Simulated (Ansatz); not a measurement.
Crystal: TiO.

```
Ti O
1.0
     2.70834    0.00000    0.00000
     0.00000    2.70834    0.00000
     0.00000    0.00000    2.70834
Ti O
1 1
Cartesian
  0.0000 0.0000 0.0000
  1.3542 1.3542 1.3542
```

The cell comes from a database or a generator and needn't be the stable form of this composition.

* Program: Ansatz 0.2.0
* Task: relaxation of cell and atoms
* Functional: PBE0
* Potentials or basis: Ansatz PAW
* Cutoff: 420 eV (not typed: the program's choice for these potentials)
* k mesh: 5 × 5 × 5
* Occupations: fermi-dirac, width 0.05 eV
* Spin: no spin polarisation

At the start: volume 9.93 Å³/atom.

Problem. How do energy, volume and symmetry change on relaxing?

Solution. It ends after 7 steps and the volume is 8.94 Å³/atom (-10.0 %); space group Pm-3m (No. 221, to 0.05 Å).

Step by step:
```csv
step,energy change (eV),largest force (eV/Å),volume (Å³)
1,0.0000,0.0000,19.87
2,-0.1422,0.0000,18.21
3,-0.1472,0.0000,17.85
4,-0.1472,0.0000,17.91
5,-0.1432,0.0000,17.91
6,-0.1433,0.0000,17.88
7,-0.1433,0.0000,17.88
```

Final structure:
```
CELL_PARAMETERS angstrom
2.61489 0.00000 0.00000
0.00000 2.61489 0.00000
0.00000 0.00000 2.61489
ATOMIC_POSITIONS crystal
Ti 0.00000 0.00000 0.00000
O 0.50000 0.50000 0.50000
```

Caveat: the k mesh is coarse (spacing up to 0.46 Å⁻¹), so the values aren't converged, least of all with exact exchange; the plane-wave basis is chosen anew once the cell has moved, so the energies of steps on either side of that aren't comparable; the pressure holds a Pulay correction of +0.6 GPa for the finite cutoff; the PAW data sets come from PBE, with cores solved anew for the run's functional, which leaves a small shift of forces and pressure.
